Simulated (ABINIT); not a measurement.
# C (P4/mmm) in ABINIT: reference runs

Reference runs on C: the cell as given and a disturbed copy.

All numbers are computed with ABINIT 10.8.3 (patched build); they aren't measurements. Logs are shortened: lines on timing, memory, paths and dates and some standing lists are left out, and cuts for length are marked. The log counts tension as positive stress, the text compression.

**1. Starting point**

The structure is tetragonal, space group P4/mmm (No. 123). Conventional cell: a = 4.255 Å, b = 4.255 Å, c = 1.282 Å, α = 90.00°, β = 90.00°, γ = 90.00°. C (site symmetry 4/mmm) has 2 C at 1.28 Å as nearest neighbours.

The cell was built by a generator and needn't be a form met in nature.

**2. Single point, PBE**

run.abi

```
# Pseudopotentials
pp_dirpath "./"
pseudos "C.GGA_PBE-JTH.xml"

# Structure
acell 3*1.0
rprim
     8.0411059137     0.0000000000     0.0000000000
     0.0000000000     8.0411059137     0.0000000000
     0.0000000000     0.0000000000     2.4231769123
ntypat 1
znucl 6
natom 1
typat 1
xcart
     4.0205529569     4.0205529569     1.2115884562

# Plane-wave basis
ecut 19.0
pawecutdg 38.0
pawxcdev 0
pawovlp 30

# k points
kptopt 1
ngkpt 6 6 20
nshiftk 1
shiftk 0.0 0.0 0.0

# Exchange and correlation
ixc 11

# Bands and occupations
nband 6
occopt 3
tsmear 0.05 eV

# SCF cycle
nstep 100
tolvrs 1.0e-9

# Output
iomode 3
prtwf 0
prteig 0
prtebands 0
enunit 1
prtden 1
prtvha 1
prtvclmb 1
prtpot 1
```

Potentials or basis: JTH PAW PBE v2.0.

Command:

```sh
$ abinit run.abi > log 2>&1
```

run.abo:

```text
.Version 10.8.3 of ABINIT
 Symmetries : space group P4/m m m (#123); Bravais tP (primitive tetrag.)
================================================================================
 Values of the parameters that define the memory need of the present run
     intxc =       0    ionmov =       0      iscf =      17    lmnmax =       8
     lnmax =       4     mgfft =      32  mpssoang =       2    mqgrid =    3001
     natom =       1  nloc_mem =       2    nspden =       1   nspinor =       1
    nsppol =       1      nsym =      16    n1xccc =       1    ntypat =       1
    occopt =       3   xclevel =       2
       mpw =         637          nfft =       10240          nkpt =         110
 PAW method is used; the additional fine FFT grid is defined by:
   mgfftf=        48    nfftf =     34560
================================================================================
================================================================================

--------------------------------------------------------------------------------
------------- Echo of variables that govern the present computation ------------
--------------------------------------------------------------------------------
 -outvars: echo values of preprocessed input variables --------
            acell      1.0000000000E+00  1.0000000000E+00  1.0000000000E+00 Bohr
              amu      1.20110000E+01
             ecut      1.90000000E+01 Hartree
           enunit           1
                       outvar_i_n : Printing only first  50 k-points.
              ixc          11
                       outvar_i_n : Printing only first  50 k-points.
         kptrlatt        6    0    0      0    6    0      0    0   20
          kptrlen      4.82466355E+01
            natom           1
            nband           6
            ngfft          32      32      10
          ngfftdg          48      48      15
             nkpt         110
            nstep         100
             nsym          16
           ntypat           1
                       prtocc : prtvol=0, do not print more k-points.
           occopt           3
        pawecutdg      3.80000000E+01 Hartree
          pawovlp      3.0000000000E+01
         pawxcdev           0
        prtebands           0
           prteig           0
           prtpot           1
         prtvclmb           1
           prtvha           1
            prtwf           0
            rprim      8.0411059137E+00  0.0000000000E+00  0.0000000000E+00
                       0.0000000000E+00  8.0411059137E+00  0.0000000000E+00
                       0.0000000000E+00  0.0000000000E+00  2.4231769123E+00
          spgroup         123
           tolvrs      1.00000000E-09
           tsmear      1.83746611E-03 Hartree
            typat      1
           useylm           1
                       outvars : Printing only first  50 k-points.
           xangst      2.1275849986E+00  2.1275849986E+00  6.4114499958E-01
            xcart      4.0205529569E+00  4.0205529569E+00  1.2115884562E+00
             xred      5.0000000001E-01  5.0000000001E-01  5.0000000002E-01
[... 102 lines left out ...]
...

 Integrated electronic density in atomic spheres:
 ------------------------------------------------
 Atom  Sphere_radius  Integrated_density
    1        1.50737          2.76871615

================================================================================

 ----iterations are completed or convergence reached----

 Mean square residual over all n,k,spin=   12.242E-08; max=  74.618E-06
 reduced coordinates (array xred) for    1 atoms
       0.500000000006      0.500000000006      0.500000000021
 rms dE/dt=  0.0000E+00; max dE/dt=  0.0000E+00; dE/dt below (all hartree)
    1       0.000000000000      0.000000000000      0.000000000000

 cartesian coordinates (angstrom) at end:
    1      2.12758499857677     2.12758499857677     0.64114499957923

 cartesian forces (hartree/bohr) at end:
    1     -0.00000000000000    -0.00000000000000    -0.00000000000000
 frms,max,avg= 0.0000000E+00 0.0000000E+00   0.000E+00  0.000E+00  0.000E+00 h/b

 cartesian forces (eV/Angstrom) at end:
    1     -0.00000000000000    -0.00000000000000    -0.00000000000000
 frms,max,avg= 0.0000000E+00 0.0000000E+00   0.000E+00  0.000E+00  0.000E+00 e/A
 length scales=  1.000000000000  1.000000000000  1.000000000000 bohr
              =  0.529177210544  0.529177210544  0.529177210544 angstroms
 Fermi (or HOMO) energy (eV) =  -1.65655   Average Vxc (eV)=  -6.20921
 Eigenvalues (   eV  ) for nkpt= 110  k points:
 kpt#   1, nband=  6, wtk=  0.00139, kpt=  0.0000  0.0000  0.0000 (reduced coord)
 -17.95414   -6.78723   -6.78723    1.82768    6.34994   10.82677
 prteigrs : prtvol=0 or 1, do not print more k-points.

--- !EnergyTerms
iteration_state     : {dtset: 1, }
comment             : Components of total free energy in Hartree
kinetic             :  3.31781031206150E+00
hartree             :  3.32916363860601E+00
xc                  : -2.09554442360056E+00
Ewald energy        : -1.49870868260808E+00
psp_core            :  1.11673215465519E-01
local_psp           : -9.66408032922136E+00
PAW spherical_terms :  7.89614101984218E-01
internal            : -5.71007216731276E+00
'-kT*entropy'       : -2.40390487536611E-04
total_energy        : -5.71031255780029E+00
total_energy_eV     : -1.55385520595579E+02
...

--- !EnergyTermsDC
iteration_state     : {dtset: 1, }
comment             : '"Double-counting" decomposition of free energy'
band_energy         : -1.45480294947079E+00
Ewald energy        : -1.49870868260808E+00
psp_core            :  1.11673215465519E-01
xc_dc               : -3.27826661373848E+00
PAW spherical_terms :  4.10032735025520E-01
internal            : -5.71007229532631E+00
'-kT*entropy'       : -2.40390487536611E-04
total_energy_dc     : -5.71031268581385E+00
total_energy_dc_eV  : -1.55385524079006E+02
...

--- !EnergyTermsWithPAWCore
iteration_state     : {dtset: 1, }
comment             : 'Components of total free energy, including PAW core contributions'
Total energy        : -3.80672297130807E+01
Total energy DC     : -3.80672298410942E+01
Total energy (eV)   : -1.03586209103712E+03
Total energy DC (eV): -1.03586209452055E+03
...

 Cartesian components of stress tensor (hartree/bohr^3)
  sigma(1 1)=  2.40236588E-05  sigma(3 2)=  0.00000000E+00
  sigma(2 2)=  2.40236588E-05  sigma(3 1)=  0.00000000E+00
  sigma(3 3)= -2.01736321E-05  sigma(2 1)=  0.00000000E+00

-Cartesian components of stress tensor (GPa)         [Pressure= -2.7336E-01 GPa]
- sigma(1 1)=  7.06800444E-01  sigma(3 2)=  0.00000000E+00
- sigma(2 2)=  7.06800444E-01  sigma(3 1)=  0.00000000E+00
- sigma(3 3)= -5.93528749E-01  sigma(2 1)=  0.00000000E+00

== END DATASET(S) ==============================================================
================================================================================

 -outvars: echo values of variables after computation  --------
            acell      1.0000000000E+00  1.0000000000E+00  1.0000000000E+00 Bohr
           etotal     -5.7103126858E+00
            fcart     -0.0000000000E+00 -0.0000000000E+00 -0.0000000000E+00
            rprim      8.0411059137E+00  0.0000000000E+00  0.0000000000E+00
                       0.0000000000E+00  8.0411059137E+00  0.0000000000E+00
                       0.0000000000E+00  0.0000000000E+00  2.4231769123E+00
           strten      2.4023658789E-05  2.4023658789E-05 -2.0173632132E-05
                       0.0000000000E+00  0.0000000000E+00  0.0000000000E+00
           xangst      2.1275849986E+00  2.1275849986E+00  6.4114499958E-01
             xred      5.0000000001E-01  5.0000000001E-01  5.0000000002E-01
 Calculation completed.
```

Wall time 8.7 s (1 thread of Arm Neoverse V1, shared host); peak memory 0.08 GiB.

What came out:

| Quantity | Value |
| --- | --- |
| Free energy | -155.3855 eV |
| Pressure | -0.3 GPa |
| Band gap on the k mesh | none (metal or under the smearing width) |

Stress tensor (GPa, compression positive):
```
-0.71  0.00  0.00
 0.00 -0.71  0.00
 0.00  0.00  0.59
```

Caveat: the atomic spheres overlap.

**3. Single point, PBE (cell strained at random at fixed volume)**

run.abi

```
# Pseudopotentials
pp_dirpath "./"
pseudos "C.GGA_PBE-JTH.xml"

# Structure
acell 3*1.0 Angstrom
rprim
     4.2618170000    -0.0046260000    -0.0303930000
    -0.0046260000     4.3021000000     0.0117740000
    -0.0091590000     0.0035480000     1.2664000000
ntypat 1
znucl 6
natom 1
typat 1
xred
     0.4960000000     0.4997220000     0.5497050000
chkprim 0
chksymtnons 0
tolsym 1.0e-6

# Plane-wave basis
ecut 517.016339 eV
pawecutdg 38.0
pawxcdev 0
pawovlp -1

# k points
kptopt 1
ngkpt 6 6 20
nshiftk 1
shiftk 0.0 0.0 0.0

# Exchange and correlation
ixc 11

# Bands and occupations
nband 6
occopt 3
tsmear 0.00183747

# SCF cycle
nstep 100
tolvrs 1.0e-9

# Output
iomode 3
prtwf 0
prtden 0
prteig 0
prtebands 0
enunit 1
```

Potentials or basis: JTH PAW PBE v2.0.

Command:

```sh
$ abinit run.abi > log 2>&1
```

Wall time 25 s (1 thread of Arm Neoverse V1, shared host); peak memory 0.11 GiB.

It converged, with:

```
Free energy            : -155.3739 eV
Pressure               : 3.4 GPa
Band gap on the k mesh : none (metal or under the smearing width)
```

Stress tensor (GPa, compression positive):
```
-0.71  0.00 -0.08
 0.00 -0.66  0.04
-0.08  0.04 11.63
```

Levels at points of the mesh, in eV from the Fermi level:
| k point | band 1 | band 2 | band 3 | band 4 | band 5 |
| --- | --- | --- | --- | --- | --- |
| (0.00, 0.00, 0.00) | -16.43 | -5.30 | -5.29 | 3.41 | 7.91 |
| (0.50, 0.00, 0.00) | -16.40 | -5.68 | -5.26 | 5.76 | 6.00 |
| (0.00, 0.50, 0.00) | -16.40 | -5.67 | -5.25 | 5.71 | 5.99 |
| (0.50, 0.50, 0.00) | -16.37 | -5.61 | -5.60 | 5.44 | 8.39 |
| (0.00, 0.00, 0.50) | -9.17 | 9.13 | 11.63 | 11.64 | 23.94 |
| (0.50, 0.00, 0.50) | -9.16 | 9.19 | 11.53 | 11.64 | 22.52 |
| (0.00, 0.50, 0.50) | -9.16 | 9.19 | 11.54 | 11.64 | 22.53 |
| (0.50, 0.50, 0.50) | -9.16 | 9.24 | 11.55 | 11.55 | 22.86 |

Caveat: the atomic spheres overlap.
